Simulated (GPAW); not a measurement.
Runs of GPAW 26.7.0 on ZrSe2. It takes space group P-3m1 (No. 164, trigonal). Conventional cell: a = 3.798 Å, b = 3.798 Å, c = 6.192 Å, α = 90.00°, β = 90.00°, γ = 120.00°. Zr (site symmetry -3m) has 6 Se at 2.68 Å as nearest neighbours. Se (site symmetry 3m) is surrounded by 3 Zr at 2.68 Å. 

| task | level | potentials or basis | spin | cell | k mesh | optimizer | fmax | max steps | target pressure | convergence | gap on the mesh (eV) | pressure (GPa) | largest force (eV/Å) |
| --- | --- | --- | --- | --- | --- | --- | --- | --- | --- | --- | --- | --- | --- |
| relaxation of cell and atoms | LDA | the program's PAW data sets (release 1.2.1) made for this functional, pw | off | relaxed to 2 GPa | 8 × 8 × 5 | LBFGS | 0.02 eV/Å | 100 | 2 GPa | density=1e-05 forces=0.0001 | none | 2.0 | 0.01 |
| band structure | r2SCAN | GPAW PAW data sets (gpaw-data 1.2.1), pw | SOC, no magnetisation | as given | 6 × 6 × 4 | - | - | - | - | - | 0.54 | 1.3 | 0.13 |
| band structure | PBEsol | PAW data sets generated in the run's folder for this functional, pw | off | as given | 8 × 8 × 5 | - | - | - | - | - | 0.36 | -1.4 | (a) |
| band structure | LDA | the program's PAW data sets (release 1.2.1) made for this functional, pw | off | as given | 8 × 8 × 5 | - | - | - | - | - | (b) | -3.5 | 0.11 |
| relaxation of cell and atoms | BLYP+D4 | PAW data sets generated in the run's folder for this functional, pw | off | relaxed to 2 GPa | 8 × 8 × 5 | BFGS | 0.05 eV/Å | 40 | 2 GPa | density=1e-05 forces=0.0001 | none | 2.2 | 0.04 |
| band structure | LDA | the program's PAW data sets (release 1.2.1) made for this functional, pw | SOC, no magnetisation | as given | 6 × 6 × 3 | - | - | - | - | - | (c) | -3.4 | 0.13 |

Alike in all rows: cutoff (eV) 600; smearing fermi-dirac 0.05 eV.

Task: Fill in the values left out.

Result: (a) 0.07; (b) 0.33; (c) 0.22.

Caveats: later steps reuse the first step's grids (some runs); spin-orbit coupling was added after a scalar SCF, so levels and gaps hold it while energy, forces, pressure and moments don't (some runs); this program's spin-orbit splittings come out too wide for heavy elements (some runs); the PAW data sets were made with another functional, which shifts forces and pressure a little (some runs); this functional lacks dispersion, which binds the layers, so the pressure and a relaxed spacing across them are unreliable (some runs); the mesh misses the band edges, which the band path finds closer together (some runs).

A k mesh can miss the band edges, and rows without SOC leave out spin-orbit coupling on Se, Zr.

A gap of «none» marks a metal or a gap under the smearing width.

Runs at the PBE level aren't shown here.
